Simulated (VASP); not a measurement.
# BaS (Fm-3m) in VASP: settings compared

The runs below take BaS through G0W0 quasiparticle levels, band structure, with PBE, PBE-EpsX.

Everything below comes from runs of VASP 6.6.1. Logs are shortened: lines on timing, memory, paths and dates and some standing lists are left out, and cuts for length are marked.

**Experimental background.**

From a printed reference work, monograph, original work of 1988, for a bulk crystal of BaS at 2 K: band gap 3.806 eV (indirect).

The results are compared with them further down.

## 1. The crystal as given

The structure is cubic, space group Fm-3m (No. 225). Conventional cell: a = 6.388 Å, b = 6.388 Å, c = 6.388 Å, α = 90.00°, β = 90.00°, γ = 90.00°. Ba (site symmetry m-3m) has 6 S at 3.19 Å as nearest neighbours. S (site symmetry m-3m) has 6 Ba at 3.19 Å as nearest neighbours.

## 2. G0W0 quasiparticle levels, PBE

The input, POSCAR:

```
BaS
1.0
    0.0000000000      3.1937500000      3.1937500000
    3.1937500000      0.0000000000      3.1937500000
    3.1937500000      3.1937500000      0.0000000000
Ba S
1 1
Direct
    0.0000000000      0.0000000000      0.0000000000
    0.5000000000      0.5000000000      0.5000000000
```

The input, INCAR.step1:

```
SYSTEM = BaS
ALGO     = Normal         ! electronic algorithm
EDIFF    = 1E-8           ! SCF threshold, eV
ENCUT    = 450            ! plane-wave cutoff, eV
GGA      = PE             ! functional
ISMEAR   = 0              ! smearing method
LASPH    = .TRUE.         ! aspherical terms in the spheres
LCHARG   = .FALSE.        ! write CHGCAR
LREAL    = .FALSE.        ! projectors in reciprocal space
LWAVE    = .TRUE.         ! write WAVECAR
NELM     = 100            ! most SCF steps
PREC     = Accurate       ! precision mode
SIGMA    = 0.01           ! smearing width, eV
```

The input, INCAR.step2:

```
SYSTEM = BaS
ALGO     = Exact          ! electronic algorithm
EDIFF    = 1E-8           ! SCF threshold, eV
ENCUT    = 450            ! plane-wave cutoff, eV
GGA      = PE             ! functional
ISMEAR   = 0              ! smearing method
ISTART   = 1            
LASPH    = .TRUE.         ! aspherical terms in the spheres
LCHARG   = .FALSE.        ! write CHGCAR
LOPTICS  = .TRUE.         ! frequency-dependent dielectric function
LREAL    = .FALSE.        ! projectors in reciprocal space
LWAVE    = .TRUE.         ! write WAVECAR
NBANDS   = 458            ! bands
NELM     = 1              ! most SCF steps
PREC     = Accurate       ! precision mode
SIGMA    = 0.01           ! smearing width, eV
```

The input, INCAR.step3:

```
SYSTEM = BaS
ALGO     = EVGW0          ! electronic algorithm
EDIFF    = 1E-8           ! SCF threshold, eV
ENCUT    = 450            ! plane-wave cutoff, eV
ENCUTGW  = 210            ! cutoff of the response function
GGA      = PE             ! functional
ISMEAR   = 0              ! smearing method
ISTART   = 1            
LASPH    = .TRUE.         ! aspherical terms in the spheres
LCHARG   = .FALSE.        ! write CHGCAR
LREAL    = .FALSE.        ! projectors in reciprocal space
LWAVE    = .FALSE.        ! write WAVECAR
NBANDS   = 458            ! bands
NBANDSGW = 16           
NELMGW   = 1            
NOMEGA   = 50             ! frequency points
PREC     = Accurate       ! precision mode
PRECFOCK = Fast         
SIGMA    = 0.01           ! smearing width, eV
```

The input, KPOINTS:

```
k-points
0
G
  4 4 4
  0 0 0
```

Potentials or basis: VASP PAW PBE potentials, release 64 (Ba_sv_GW, S_GW).

Started as:

```console
> cat potpaw_PBE.64/Ba_sv_GW/POTCAR potpaw_PBE.64/S_GW/POTCAR > POTCAR
> cp INCAR.step1 INCAR
> mpirun -np 1 vasp_std > vasp.out
> cp INCAR.step2 INCAR
> mpirun -np 1 vasp_std > vasp.out
> cp INCAR.step3 INCAR
> mpirun -np 1 vasp_std > vasp.out
```

OUTCAR:

```text
SYSTEM = BaS
   EDIFF = 1E-8
   ENCUT = 450
   ENCUTGW = 210
   GGA = PE
   ISMEAR = 0
   ISTART = 1
   LASPH = .TRUE.
   LREAL = .FALSE.
   NELMGW = 1
   PREC = Accurate
   PRECFOCK = Fast

 ion  position               nearest neighbor table
   1  0.000  0.000  0.000-
   2  0.500  0.500  0.500-

  LATTYP: Found a face centered cubic cell.
 ALAT       =     6.3875000000

  Lattice vectors:

 A1 = (   0.0000000000,   3.1937500000,   3.1937500000)
 A2 = (   3.1937500000,   0.0000000000,   3.1937500000)
 A3 = (   3.1937500000,   3.1937500000,   0.0000000000)

Analysis of symmetry for initial positions (statically):
=====================================================================
 Subroutine PRICEL returns:
 Original cell was already a primitive cell.

 Routine SETGRP: Setting up the symmetry group for a
 face centered cubic supercell.

 Subroutine GETGRP returns: Found 48 space group operations
 (whereof 48 operations were pure point group operations)
 out of a pool of 48 trial point group operations.

The static configuration has the point symmetry O_h .

Analysis of symmetry for dynamics (positions and initial velocities):
=====================================================================
 Subroutine PRICEL returns:
 Original cell was already a primitive cell.

 Routine SETGRP: Setting up the symmetry group for a
 face centered cubic supercell.

 Subroutine GETGRP returns: Found 48 space group operations
 (whereof 48 operations were pure point group operations)
 out of a pool of 48 trial point group operations.

The dynamic configuration has the point symmetry O_h .

 Subroutine INISYM returns: Found 48 space group operations
 (whereof 48 operations are pure point group operations),
 and found     1 'primitive' translations

----------------------------------------------------------------------------------------

                                     Primitive cell

  volume of cell :      65.1527

  direct lattice vectors                    reciprocal lattice vectors
[... 45 lines left out ...]
  0.250000  0.000000  0.000000      8.000000
  0.500000  0.000000  0.000000      4.000000
  0.250000  0.250000  0.000000      6.000000
  0.500000  0.250000  0.000000     24.000000
 -0.250000  0.250000  0.000000     12.000000
  0.500000  0.500000  0.000000      3.000000
 -0.250000  0.500000  0.250000      6.000000
   k-points           NKPTS =      8   k-points in BZ     NKDIM =     64   number of bands    NBANDS=    458
   number of dos      NEDOS =    301   number of ions     NIONS =      2
   total plane-waves  NPLWV =  32768
   dimension x,y,z NGX =    32 NGY =   32 NGZ =   32
   dimension x,y,z NGXF=    64 NGYF=   64 NGZF=   64
   ions per type =               1   1
   NGX,Y,Z   is equivalent  to a cutoff of  11.78, 11.78, 11.78 a.u.
   NGXF,Y,Z  is equivalent  to a cutoff of  23.56, 23.56, 23.56 a.u.
 SYSTEM =  BaS
   PREC   = accura    normal or accurate (medium, high low for compatibility)
   ISTART =      1    job   : 0-new  1-cont  2-samecut
   ICHARG =      0    charge: 1-file 2-atom 10-const
   ISPIN  =      1    spin polarized calculation?
   LNONCOLLINEAR =      F non collinear calculations
   LSORBIT =      F    spin-orbit coupling
   LASPH  =      T    aspherical Exc in radial PAW
   ENCUT  =  450.0 eV  33.07 Ry    5.75 a.u.   7.81  7.81  7.81*2*pi/ulx,y,z
   NELM   =     60;   NELMIN=  2; NELMDL=  0     # of ELM steps
   EDIFF  = 0.1E-07   stopping-criterion for ELM
   LREAL  =      F    real-space projection
   EDIFFG = 0.1E-06   stopping-criterion for IOM
   NSW    =      0    number of steps for IOM
   IBRION =     -1    ionic relax: 0-MD 1-quasi-New 2-CG
   NFREE  =      0    steps in history (QN), initial steepest desc. (CG)
   ISIF   =      0    stress and relaxation
   ISYM   =      3    0-nonsym 1-usesym 2-fastsym
   POTIM  = 0.5000    time-step for ionic-motion
   TEBEG  =    0.0;   TEEND  =   0.0 temperature during run
   PSTRESS=    0.0 pullay stress
   NELECT =      16.0000    total number of electrons
   NUPDOWN=      -1.0000    fix difference up-down
   EMIN   =  10.00;   EMAX   =-10.00  energy-range for DOS
   EFERMI =   0.00;   METHOD = LEGACY
   ISMEAR =     0;   SIGMA  =   0.01  broadening in eV -4-tet -1-fermi 0-gaus
   EFERMI_NEDOS =   21; number of points for ismear=-14 and -15
   IALGO  =     38    algorithm
   IMIX   =      4    mixing-type and parameters
     AMIX     =   0.40;   BMIX     =  1.00
     AMIX_MAG =   1.60;   BMIX_MAG =  1.00
  volume/ion in A,a.u.               =      32.58       219.84
  Fermi-wavevector in a.u.,A,eV,Ry     =   1.025189  1.937326 14.299891  1.051012
  Thomas-Fermi vector in A             =   2.159016
   LORBIT       =      0    0 simple, 1 ext, 2 COOP (PROOUT), +10 PAW based schemes
   GGA     = PE    functional components
   LHFCALC =     T    Hartree Fock is set to
   PRECFOCK=fast      Normal, Fast or Accurate (Low or Medium for compatibility)
   ENCUT4O =  -1.0   cutoff for four orbital integrals eV
   NKREDX  =     1    reduce k-point grid by
   NKREDY  =     1    reduce k-point grid by
   NKREDZ  =     1    reduce k-point grid by
   AEXX    =    1.0000 exact exchange contribution
   HFSCREEN=    0.0000 screening length (either q_TF or 0.3 A-1)
   HFSCREENC=   0.0000 screening length for correlation (either q_TF or 0.3 A-1)
   ENCUTFOCK=  -1.0 apply spherical cutoff to Coloumb kernel
   IVDW    =     0    specifies the selected vdW correction
   LEPSILON=     F    determine dielectric tensor
   LRPA    =     F    only Hartree local field effects (RPA)
   LRPAFORCE           =     F    calculate RPA forces
   ENCUTGW             = 210.0    cutoff for response function in eV
   ENCUTGWSOFT         = 168.0    soft cutoff for Coulomb kernel in GW response function in eV
   ENCUTLF             =  -1.0    cutoff for local field effects
   NELMGW              =     1    number of iterations in solving QP/BSE equation
   NELMHF              =     1    number of iterations in the inner HF iteration
   NKREDLFX            =     1    NKREDLFY  =   1   NKREDLFZ  =   1
 non-spin polarized calculation
 Gauss-broadening in eV      SIGMA  =   0.01
  energy-cutoff  :      450.00
  volume of cell :       65.15
 maximum number of plane-waves:      1428
  NGX = 18; NGY = 18; NGZ = 18
   NGX = 15   NGY = 15   NGZ = 15
 maximum number of plane-waves:       464

 QP shifts <psi_nk| G(iteration)W_0 |psi_nk>: iteration 1
 for sc-GW calculations column KS-energies equals QP-energies in previous step
 and V_xc(KS)=  KS-energies - (<T + V_ion + V_H > + <T+V_H+V_ion>^1  + <V_x>^1)

 k-point   1 :       0.0000    0.0000    0.0000
  band No.  KS-energies  QP-energies   sigma(KS)   V_xc(KS)     V^pw_x(r,r')   Z            occupation Imag(sigma)

      1     -22.9259     -23.8966     -16.7467     -15.1512     -24.3954       0.6083       2.0000       1.1925
      2      -7.9870      -9.7159     -16.2140     -13.9408     -19.0293       0.7606       2.0000       0.2253
      3      -7.9870      -9.7159     -16.2140     -13.9408     -19.0293       0.7606       2.0000       0.2253
      4      -7.9870      -9.7159     -16.2140     -13.9408     -19.0293       0.7606       2.0000       0.2253
      5      -7.2688      -8.2617     -14.7942     -13.3468     -21.0275       0.6860       2.0000       1.1465
      6       3.0220       1.9353     -14.0873     -12.6318     -15.6619       0.7467       2.0000       0.1062
[... 135 lines left out ...]
      2      -8.5362      -9.9937     -15.4960     -13.4385     -19.4957       0.7084       2.0000       0.4863
      3      -8.3295     -10.0668     -15.8579     -13.5486     -18.8339       0.7523       2.0000       0.2815
      4      -8.3295     -10.0668     -15.8579     -13.5486     -18.8339       0.7523       2.0000       0.2815
      5      -6.6259      -7.7621     -15.5847     -13.9849     -20.6202       0.7102       2.0000       0.8317
      6       1.9637       0.8241     -13.2788     -11.7300     -15.1512       0.7358       2.0000       0.1341
[... 8 lines left out ...]
     15      12.0239      14.8655      -8.5194     -12.2938      -2.4705       0.7529       0.0000      -0.2539
     16      12.3875      14.1090     -10.1382     -12.4488      -4.5263       0.7450       0.0000      -0.2659
```

Wall time 21 min (1 thread of Intel Xeon Platinum 8175M at 2.50GHz (Skylake/Cascade Lake), shared host); peak memory 1.2 GiB.

What came out:

| Property | Result |
| --- | --- |
| Band gap on the k mesh, mean-field level | 2.20 eV, indirect (least direct gap 2.31 eV) |
| Quasiparticle gap | 3.54 eV |
| Least direct quasiparticle gap | 3.68 eV |

Levels at points of the mesh, in eV from the valence-band top:
```tsv
k point	band 6	band 7	band 8	band 9	band 10	band 11
(0.00, 0.00, 0.00)	0.00	0.00	0.00	3.69	3.96	3.96
(0.50, 0.00, 0.00)	-1.86	-1.01	-1.01	5.55	5.63	6.41
(0.50, 0.50, 0.00)	-0.45	-0.11	-0.11	2.20	6.02	6.12
```

Caveat: the k mesh is coarse (spacing up to 0.43 Å⁻¹), so the values aren't converged; bands, screening cutoff and mesh are small and nothing is extrapolated, so the quasiparticle values aren't converged; spin-orbit coupling is left out, which moves the levels of the heavy elements. A k mesh can miss the band edges.

[end of part 1 of 2]
